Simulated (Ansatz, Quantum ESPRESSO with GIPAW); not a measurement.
# Assigning the 17O lines of Mg2H2O3

The values are calculated: DFT, PBEsol, plane-wave PAW (pslibrary 1.0.0 recipes), scalar-relativistic, GIPAW shieldings (Quantum ESPRESSO with GIPAW, a patched development version); field gradients by Ansatz. Shieldings are without the macroscopic shape term, which is common to all sites.

```
CELL_PARAMETERS angstrom
3.08500 0.00000 0.00000
-1.54250 2.67169 0.00000
0.00000 0.00000 7.71000
ATOMIC_POSITIONS crystal
Mg 0.33333 0.66667 0.15848
Mg 0.66667 0.33333 0.84152
O 0.00000 0.00000 0.00000
O 0.66667 0.33333 0.29421
O 0.33333 0.66667 0.70579
H 0.66667 0.33333 0.42009
H 0.33333 0.66667 0.57991
```

The cell is an entry of the Crystallography Open Database; it need not be the form that is stable at ambient conditions. The coordinates shown are those after relaxation (atoms relaxed).

The O sites:

```csv
site,atom no.,atoms in cell,site symmetry,surroundings,bonds (Å)
O(1),3,1,-3m,bound to Mg6,2.160
O(2),4,2,3m,hydroxyl; 4 neighbours,0.97 to 2.07
```

The lines to be assigned:

```csv
line,σ_iso (ppm),relative area,span (ppm),skew,|C_Q| (MHz),η_Q
A,232.9,2,28.9,1.00,8.87,0.00
B,188.0,1,17.8,-1.00,0.96,0.00
```

Simulated spectrum: 17O fast MAS, 11.7 T (67.6 MHz), central transition to second order, lines broadened by 4.3 ppm; the axis counts ppm from the isotropic position of the most shielded site, as −Δσ; rigid lattice, with dipolar and J couplings and satellite transitions left out.

offset (ppm), intensity and a bar:
```
       74       0.00 
       63       0.00 
       51       0.02 #
       44       1.00 ##############################
       40       0.24 #######
       30       0.01 
       19       0.00 
        7       0.00 
       -3       0.00 
      -14       0.00 
      -25       0.00 
      -36       0.12 ####
      -38       0.22 #######
      -47       0.10 ###
      -58       0.07 ##
      -70       0.06 ##
      -80       0.06 ##
      -91       0.05 ##
     -102       0.05 ##
     -113       0.05 ##
     -124       0.05 ##
     -135       0.06 ##
     -146       0.07 ##
     -157       0.12 ####
     -160       0.17 #####
     -168       0.01 
     -179       0.01 
     -190       0.01 
     -201       0.01 
     -212       0.01 
     -222       0.01 
     -234       0.01 
     -245       0.01 
     -255       0.01 
     -267       0.00 
     -278       0.00 
     -288       0.00
```

Most prominent maxima (ppm: height): 44: 1.00, -38: 0.22, -160: 0.17.

**Question.** Which site gives which line?

A: A is O(2) (hydroxyl; 4 neighbours); B is O(1) (bound to Mg6). The areas settle A and B, whose multiplicities are unique.

[Banner, clock, file and message-heading lines were taken out of the pw.x and gipaw.x logs.]

[Logs are printed without paths, hosts, clocks, repeated set-up lines and the standing remarks that a program may print on its own settings, such as how far it seeks lower states.]

[Hosts, paths, dates, database ids (printed as entryN), source tags and the programs' standing remarks are cut or masked in the printed files.]
